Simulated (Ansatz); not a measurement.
# CaSe under changes of volume

One of the cells (25.829 Å³/atom); the others are scaled copies at fixed shape and fractional positions:

```
Se Ca
1.0
     0.00000    2.95600    2.95600
     2.95600    0.00000    2.95600
     2.95600    2.95600    0.00000
Se Ca
1 1
Direct
  0.50000 0.50000 0.50000
  0.00000 0.00000 0.00000
```

| Item | Value |
| --- | --- |
| Program | Ansatz 0.2.0 |
| Functional | PBE |
| Potentials or basis | all-electron LAPW, scalar-relativistic |
| Cutoff | 187 eV (chosen from the basis error) |
| Basis error allowed | 0.0005 eV/atom |
| k mesh | 8 × 8 × 8 |
| Occupations | fermi-dirac, width 0.05 eV |
| Spin | no spin polarisation |

```csv
volume (Å³/atom),energy over the lowest point (meV/atom),pressure (GPa),gap on the mesh (eV)
24.280,30.30,4.8,1.87
24.796,16.88,3.5,1.93
25.313,?,?,?
25.829,2.11,1.2,2.03
26.346,0.00,0.2,2.07
26.863,0.96,-0.7,2.12
27.379,4.69,-1.6,2.16
```

**Question.** What does the run at 25.313 Å³/atom give?

**Answer.** Energy over the lowest point 7.62 meV/atom; pressure 2.3 GPa; gap on the mesh 1.98 eV.

Worked out: A Birch-Murnaghan fit of order 3 (a polynomial in V^(-2/3)) to the other rows has its minimum at 26.43 Å³/atom with B0 = V·E''(V) = 48 GPa and B' = 4.2. It gives 7.61 meV/atom at 25.313 Å³/atom, against the run's 7.62, and -dE/dV = 2.3 GPa, against 2.3. A straight line through the other rows of the gap, of slope 2.4 eV per unit of ln V, gives 1.98 eV, against the run's 1.98.

Energies are extrapolated to zero smearing.

A mesh can miss the band edges. Spin-orbit coupling on Se is left out.

The runs don't all hold the same shells in valence.
